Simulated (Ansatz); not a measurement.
# Te (Tellurium): the cost of one run

Method: DFT PBE+D3(BJ), scalar-relativistic, plane waves, PAW, in Ansatz 0.2.0.

The COD entry's cell or inner coordinates are ideal or old and differ from later refinements, so a difference from it is no clean test against experiment.

1 further run of the same task is left out (set aside as unsound or not needed). Runs told in other sessions of the task aren't counted.

**1. Starting point**

Symmetry: P3_121, No. 152, trigonal system. Conventional cell: a = 4.321 Å, b = 4.321 Å, c = 5.960 Å, α = 90.00°, β = 90.00°, γ = 120.00°. Te (site symmetry 2) is surrounded by 6 Te at 2.92 to 3.34 Å.

Structure file:

```
Te
1.0
     4.32060    0.00000    0.00000
    -2.16030    3.74175    0.00000
     0.00000    0.00000    5.95986
Te
3
Direct
  0.28582 0.00000 0.33333
  0.00000 0.28582 0.66667
  0.71418 0.71418 0.00000
```

This cell was relaxed beforehand with the same method: volume 32.12 Å³/atom, gap on the mesh 0.05 eV.

**2. Phonons at the zone centre**

input.yaml

```yaml
crystal:
  lattice:
    - [4.3205993795, 0.0, 0.0]
    - [-2.1602996897, 3.7417488222, 0.0]
    - [0.0, 0.0, 5.9598574398]
  atoms:
    - { symbol: Te, position: [0.2858176325, 0.0, 0.3333333333] }
    - { symbol: Te, position: [0.0, 0.2858176325, 0.6666666667] }
    - { symbol: Te, position: [0.7141823675, 0.7141823675, 0.0] }
basis:
  ecutwfc: 420
kpoints:
  mp_grid: { grid: [6, 6, 4] }
hamiltonian:
  xc: pbe
  dispersion: d3bj
scf:
  occupations: { method: fermi_dirac, width: 0.15 }
output:
  eigenvalues: true
phonons:
  method: dfpt
  eigenvectors: true
```

Run with:

```bash
> ansatz run input.yaml --threads 1 --pin off --max-ram 2560MiB --backend cpu --events-out ev --progress --plain --runs-dir out
```

**Question.** How long does this run take on 1 thread of Intel Xeon Platinum 8488C (Sapphire Rapids), shared host, and how much memory does it need?

About 38 s, with a peak of 0.79 GiB.
